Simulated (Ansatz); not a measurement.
Space group C2/m (No. 12). a = 9.672 Å, b = 4.010 Å, c = 5.788 Å, α = 90.00°, β = 108.78°, γ = 90.00°
```
atom site symmetry x y z
  Li    4i m  0.7125  0.0000  0.3444
  Li    4i m  0.6909  0.0000  0.8616
  Li    2c       2/m  0.0000  0.0000  0.5000
  Nb    2a       2/m  0.0000  0.0000  0.0000
   O    4i m  0.8538  0.0000  0.1737
   O    4i m  0.8424  0.0000  0.6821
   O    2b       2/m  0.0000  0.5000  0.0000
```

Equation of state of this Li5NbO5 structure (not necessarily the ground state), with shape and atoms relaxed at each volume where symmetry leaves them free. Theory: Ansatz, DFT r2SCAN, scalar-relativistic, plane waves, PAW.

Cutoff 500 eV; k points 6×6×4 on the computed 11-atom cell (Γ-centred); Gaussian smearing, width 0.02 eV; no spin polarisation.

```csv
V (Å³/atom),E − E(largest V) (meV/atom),P (GPa),gap on mesh (eV)
9.081,2.29,7.32,3.65
9.371,-7.32,3.39,3.67
9.661,-10.33,0.02,3.64
9.950,-7.63,-2.94,3.60
10.240,0.00,-5.48,3.55
```

Q: Fit a third-order Birch–Murnaghan equation to E(V).

A: V0 = 9.66 Å³/atom, B0 = 105 GPa, B0' = 3.9.